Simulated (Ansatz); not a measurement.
Write the native input for Ansatz 0.2.0 that does the following.

```yaml
Task: phonons
Functional: PBE
Potentials_or_basis: all-electron LAPW, scalar-relativistic
Cutoff: 384 eV (chosen from the basis error)
Basis_error_allowed: 0.001 eV/atom
k_mesh: 8 × 8 × 8
Occupations: fermi-dirac, width 0.05 eV
Spin: collinear spin, ferromagnetic start
Starting_moments: "[2.0, 0.0] μB"
```

The system is CoO.

```
Co O
1.0
     0.00000    2.13150    2.13150
     2.13150    0.00000    2.13150
     2.13150    2.13150    0.00000
Co O
1 1
Direct
  0.00000 0.00000 0.00000
  0.50000 0.50000 0.50000
```

The input as run:

input.yaml

```yaml
crystal:
  lattice:
    - [0.0, 2.1315, 2.1315]
    - [2.1315, 0.0, 2.1315]
    - [2.1315, 2.1315, 0.0]
  atoms:
    - { symbol: Co, position: [0.0, 0.0, 0.0], spin: 2.0 }
    - { symbol: O, position: [0.5, 0.5, 0.5] }
kpoints:
  mp_grid: { grid: [8, 8, 8] }
scf:
  occupations: { method: fermi_dirac, width: 0.05 }
hamiltonian:
  xc: pbe
  pseudopotentials: { kind: all_electron, lapw: { basis_error: 0.001 } }
magnetization:
  spin_polarized: true
output: {}
phonons:
  method: fd
  supercell: [1, 1, 1]
```

Potentials or basis: all-electron LAPW, scalar-relativistic.

The run is started by

```sh
$ ansatz run input.yaml --threads 2 --pin off --max-ram 6144MiB --backend cpu --events-out ev --progress --plain --runs-dir out
```

Results of the run:

```
Band gap on the k mesh        : none (metal or under the smearing width)
Net moment                    : 2.90 μB per cell
Absolute moment               : 2.91 μB per cell
Site moments                  : Co +2.56; O +0.30 μB
Highest phonon frequency at Γ : 169 cm⁻¹
```

Caveat: the k mesh is thin for a metal, which can move the energy by tens of meV per atom; a metal's response needs a denser mesh; a cell with one magnetic atom can't hold antiferromagnetic order, which such compounds often take; semilocal functionals often make such compounds metallic where correlation or magnetic order opens a gap, which also shifts bond lengths.

Run time: 41 s on 2 threads of Arm Neoverse V2 (shared host), peak memory 0.42 GiB.
